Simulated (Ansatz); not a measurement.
# Au under changes of volume

One of the cells (16.855 Å³/atom); the others are scaled copies at fixed shape and fractional positions:

```xyz
1
Lattice="0.0000 2.0350 2.0350 2.0350 0.0000 2.0350 2.0350 2.0350 0.0000" Properties=species:S:1:pos:R:3 pbc="T T T"
Au    0.0000    0.0000    0.0000
```

| Property | Result |
| --- | --- |
| Program | Ansatz 0.2.0 |
| Functional | PBE |
| Potentials or basis | Ansatz PAW |
| Cutoff | 420 eV (not typed: the program's choice for these potentials) |
| k mesh | 11 × 11 × 11 |
| Occupations | fermi-dirac, width 0.05 eV |
| Spin | no spin polarisation |

| volume (Å³/atom) | energy over the lowest point (meV/atom) | pressure (GPa) |
| --- | --- | --- |
| 15.843 | 146.64 | 25.5 |
| 16.181 | 98.83 | 19.9 |
| 16.518 | 61.93 | 15.1 |
| 16.855 | 34.67 | 10.8 |
| 17.192 | 15.91 | 7.0 |
| 17.529 | ? | ? |
| 17.866 | 0.00 | 0.7 |

**Question.** What does the run at 17.529 Å³/atom give?

**Answer.** Energy over the lowest point 4.65 meV/atom; pressure 3.7 GPa.

Worked out: A Birch-Murnaghan fit of order 3 (a polynomial in V^(-2/3)) to the other rows has its minimum at 17.96 Å³/atom, just outside them, with B0 = V·E''(V) = 144 GPa and B' = 5.5. It gives 4.62 meV/atom at 17.529 Å³/atom, against the run's 4.65, and -dE/dV = 3.7 GPa, against 3.7.

Energies are extrapolated to zero smearing.
